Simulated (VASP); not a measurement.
The system is AlPt.

```
CELL_PARAMETERS angstrom
2.95513 0.00000 0.00000
0.00000 2.95513 0.00000
0.00000 0.00000 2.95513
ATOMIC_POSITIONS crystal
Al 0.50000 0.50000 0.50000
Pt 0.00000 0.00000 0.00000
```

Measurements of this composition are mostly on another form, of space group No. 198.

The cell isn't the ideal one: Ni -> Pt on all its sites, in the parent's cell.

* Program: VASP 6.6.1
* Task: relaxation of cell and atoms
* Functional: PBEsol
* Potentials or basis: VASP PAW PBE potentials, release 64 (Al, Pt)
* Cutoff: 600 eV
* k mesh: 6 × 6 × 6
* Occupations: gaussian, width 0.1 eV
* Spin: no spin polarisation

At the start: pressure 27.6 GPa; volume 12.90 Å³/atom.

Task: How do energy, volume and symmetry change on relaxing?

Result: Over 4 steps the energy falls by 112.8 meV/atom and the volume is 14.37 Å³/atom (+11.3 %); space group Pm-3m (No. 221, to 0.05 Å).

The path:
```tsv
step	energy change (eV)	largest force (eV/Å)	pressure (GPa)	volume (Å³)
1	0.0000	0.0000	27.64	25.81
2	0.3762	0.0000	-24.96	35.04
3	-0.2249	0.0000	-1.29	28.89
4	-0.2257	0.0000	-0.20	28.73
```

Final structure:
```yaml
crystal:
  lattice:
    - [3.06276, 0.00000, 0.00000]
    - [0.00000, 3.06276, 0.00000]
    - [0.00000, 0.00000, 3.06276]
  atoms:
    - { symbol: Al, position: [0.50000, 0.50000, 0.50000] }
    - { symbol: Pt, position: [0.00000, 0.00000, 0.00000] }
```

Caveat: the PAW data sets were made with another functional, which shifts forces and pressure a little.
